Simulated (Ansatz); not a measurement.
MgF₂: frozen-core PAW against all-electron methods

```
Mg F
1.0
     4.62130    0.00000    0.00000
     0.00000    4.62130    0.00000
     0.00000    0.00000    3.01590
Mg F
2 4
Direct
  0.00000 0.00000 0.00000
  0.50000 0.50000 0.50000
  0.30280 0.30280 0.00000
  0.19720 0.80280 0.50000
  0.69720 0.69720 0.00000
  0.80280 0.19720 0.50000
```

Atom numbers follow the list: Mg1, Mg2, F3, F4, F5, F6.

The cell comes from COD entry 9007534, which wasn't checked; take it as a given geometry.

Levels of theory: DFT, PBE, PAW with Ansatz's default frozen-core files, scalar-relativistic (Ansatz 0.2.0); DFT, PBE, all-electron LAPW, scalar-relativistic (Ansatz 0.2.0).

For PAW: a Γ-centred 5×5×7 k mesh, Fermi–Dirac smearing of 0.02 eV, cutoff 420 eV, no spin polarisation. LAPW targets a basis error of 1 meV/atom. The Ansatz runs share mesh, smearing and spin set-up. Plane-wave (PAW) pressures include the program's estimate of the Pulay term.

Stress and pressure are positive in compression.

Levels count from the top of the valence band.

PAW results:

| quantity | PAW |
| --- | --- |
| pressure (GPa) | 6.22 |
| stress xx (GPa) | 5.56 |
| stress zz (GPa) | 7.55 |
| force on F3, y (eV/Å) | -0.038 |
| band gap (eV) | 7.244 |
| highest filled level at Γ (eV) | 0.000 |
| lowest empty level at Γ (eV) | 7.244 |
| highest filled level at Z (eV) | -0.872 |
| lowest empty level at Z (eV) | 12.041 |

(1) What does full-potential LAPW give for the same quantities?

Results:

(1) 
| quantity | LAPW |
| --- | --- |
| pressure (GPa) | 6.25 |
| stress xx (GPa) | 5.59 |
| stress zz (GPa) | 7.57 |
| force on F3, y (eV/Å) | -0.040 |
| band gap (eV) | 7.231 |
| highest filled level at Γ (eV) | 0.000 |
| lowest empty level at Γ (eV) | 7.231 |
| highest filled level at Z (eV) | -0.871 |
| lowest empty level at Z (eV) | 12.034 |
